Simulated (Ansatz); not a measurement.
Crystal: TiTe.

```
CELL_PARAMETERS angstrom
3.63109 0.00000 0.00000
0.00000 3.63109 0.00000
0.00000 0.00000 3.63109
ATOMIC_POSITIONS crystal
Ti 0.00000 0.00000 0.00000
Te 0.50000 0.50000 0.50000
```

The cell comes from a database or a generator and needn't be the stable form of this composition.

| Property | Result |
| --- | --- |
| Program | Ansatz 0.2.0 |
| Task | relaxation of cell and atoms |
| Functional | HSE06 |
| Potentials or basis | Ansatz PAW |
| Cutoff | 420 eV (not typed: the program's choice for these potentials) |
| k mesh | 4 × 4 × 4 |
| Occupations | fermi-dirac, width 0.05 eV |
| Spin | no spin polarisation |

At the start: volume 23.94 Å³/atom.

Task: Where does the relaxation end?

Result: It ends after 6 steps and the volume is 19.57 Å³/atom (-18.3 %); space group Pm-3m (No. 221, to 0.05 Å).

Step by step:
| step | energy change (eV) | largest force (eV/Å) | volume (Å³) |
| --- | --- | --- | --- |
| 1 | 0.0000 | 0.0000 | 47.88 |
| 2 | -0.4108 | 0.0000 | 41.21 |
| 3 | -0.4365 | 0.0000 | 38.18 |
| 4 | -0.4443 | 0.0000 | 39.23 |
| 5 | -0.4444 | 0.0000 | 39.14 |
| 6 | -0.4423 | 0.0000 | 39.14 |

Final structure:
```
CELL_PARAMETERS angstrom
3.39516 0.00000 0.00000
0.00000 3.39516 0.00000
0.00000 0.00000 3.39516
ATOMIC_POSITIONS crystal
Ti 0.00000 0.00000 0.00000
Te 0.50000 0.50000 0.50000
```

Caveat: the k mesh is coarse (spacing up to 0.43 Å⁻¹), so the values aren't converged, least of all with exact exchange; the volume moved by over 15 % at a fixed basis, so the end points are rough; the plane-wave basis is chosen anew once the cell has moved, so the energies of steps on either side of that aren't comparable; the PAW data sets come from PBE, with cores solved anew for the run's functional, which leaves a small shift of forces and pressure.
